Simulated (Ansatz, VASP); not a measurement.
## Mo: VASP beside Ansatz

Contents of INCAR:

```
PREC = Accurate ; ENCUT = 520
EDIFF = 1E-7 ; ISMEAR = 0
SIGMA = 0.1 ; LREAL = False
LASPH = True ; NELM = 60
ALGO = Normal ; ISIF = 2
LWAVE = False ; LCHARG = False
GGA = PE ; NBANDS = 36
```

File KPOINTS:

```
regular mesh
0
Gamma
  6 6 4
```

File POSCAR:

```
Mo
1.0
    1.5819710255     -5.0183370901      0.0000000000
    1.5819710255      5.0183370901      0.0000000000
    0.0000000000      0.0000000000      4.1867269437
Mo
4
Direct
    0.0980000000      0.9020000000      0.9100000000
    0.5980000000      0.4020000000      0.5900000000
    0.9020000000      0.0980000000      0.0900000000
    0.4020000000      0.5980000000      0.4100000000
```

Input for Ansatz:

```yaml
crystal:
  lattice:
    - [1.5819710255, -5.0183370901, 0.0]
    - [1.5819710255, 5.0183370901, 0.0]
    - [0.0, 0.0, 4.1867269437]
  atoms:
    - { symbol: Mo, position: [0.098, 0.902, 0.91] }
    - { symbol: Mo, position: [0.598, 0.402, 0.59] }
    - { symbol: Mo, position: [0.902, 0.098, 0.09] }
    - { symbol: Mo, position: [0.402, 0.598, 0.41] }
basis:
  ecutwfc: 420
kpoints:
  mp_grid: { grid: [6, 6, 4] }
hamiltonian:
  xc: pbe
scf:
  occupations: { method: gaussian, width: 0.1 }
  lower_state_search: "off"
output:
  forces: true
  stress: true
  eigenvalues: true
```

Alike in both runs: task single point; functional PBE; k mesh 6 × 6 × 4; occupations gaussian, width 0.1 eV; no spin polarisation.

```csv
,VASP,Ansatz
version,VASP 6.6.1,Ansatz 0.2.0
potentials or method,"VASP PAW PBE potentials, release 64 (Mo_sv)","scalar-relativistic, plane waves, PAW"
plane-wave cutoff (eV),520,420
valence electrons in the cell,56,56
```

Ansatz gave:

```
gap on the k mesh at the Fermi level (eV) : none
rms of the force components (eV/Å)        : 7.138
```

**Question.** Which values does VASP return?

**Answer.** gap on the k mesh at the Fermi level (eV): none; rms of the force components (eV/Å): 7.412.

Atom by atom the forces differ by 0.279 eV/Å (rms over components). A gap of «none» marks a metal or a gap that the smearing closes. With one functional, cell and mesh, what is left measures potentials, basis and numerics.

Caveats: the k mesh is coarse (spacing up to 0.38 Å⁻¹), so the values aren't converged; forces of over 1 eV/Å show positions far from the minimum, so gaps and moduli don't describe the material at rest.
